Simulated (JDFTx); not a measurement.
Runs of JDFTx 1.7.0 (patched build) on GaSb. The structure is cubic, space group F-43m (No. 216). The conventional cell has a = 6.118 Å, b = 6.118 Å, c = 6.118 Å, α = 90.00°, β = 90.00°, γ = 90.00°. Sb (site symmetry -43m) has 4 Ga at 2.65 Å as nearest neighbours. Ga (site symmetry -43m) is surrounded by 4 Sb at 2.65 Å. 

```tsv
task	level	potentials or basis	cutoff (eV)	density cutoff over wavefunction cutoff	max SCF steps	SCF threshold on the energy	solver of the electrons	further solve for the empty bands	gap on the mesh (eV)	pressure (GPa)
single point	PBE	PseudoDojo-SR-PBE-0.5-standard	1088	8	100	1e-09 Ha	scf	yes	none	2.3
single point	PBEsol	PseudoDojo-SR-PBEsol-0.4.1-standard	1088	8	100	1e-09 Ha	scf	yes	none	(a)
single point	PBE	PseudoDojo-SR-PBE-0.5-standard	1088	4	100	1e-08 Ha	scf	yes	none	2.3
single point	LDA	PseudoDojo-SR-LDA-0.4.1-standard	1143	8	100	1e-09 Ha	scf	yes	none	-1.8
```

Alike in all rows: no spin polarisation; cell as given; k mesh 8 × 8 × 8; smearing fermi-dirac 0.05 eV.

Question: Estimate the missing entries.

Answer: (a) -0.2.

Caveats: this crystal is a semiconductor, whose small gap the functional closes, so the metal is an error of the method; the empty levels aren't tightly converged (some runs).

A k mesh can miss the band edges, and the runs leave out spin-orbit coupling on Ga, Sb.

A gap of «none» marks a metal or a gap under the smearing width.
